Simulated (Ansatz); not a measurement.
Crystal: Zn.

```xyz
1
Lattice="0.0000 1.9648 1.9648 1.9648 0.0000 1.9648 1.9648 1.9648 0.0000" Properties=species:S:1:pos:R:3 pbc="T T T"
Zn    0.0000    0.0000    0.0000
```

This isn't the form of Zn at room conditions, which is hcp.

Base run:

| Property | Result |
| --- | --- |
| Program | Ansatz 0.2.0 |
| Functional | RPBE |
| Potentials or basis | Ansatz PAW |
| Cutoff | 420 eV (not typed: the program's choice for these potentials) |
| k mesh | 12 × 12 × 12 |
| Occupations | fermi-dirac, width 0.05 eV |
| Spin | no spin polarisation |

Its results: band gap on the k mesh none (metal or under the smearing width); pressure 2.9 GPa.

The run is repeated on the same cell with these changes: functional from RPBE to r2SCAN; cutoff from 420 eV (not typed: the program's choice for these potentials) to 500 eV (not typed: the program's choice for these potentials). What comes out?

Band gap on the k mesh none (metal or under the smearing width); pressure -4.6 GPa.

Caveats: the PAW data sets come from PBE, with cores solved anew for the run's functional, which leaves a small shift of forces and pressure.
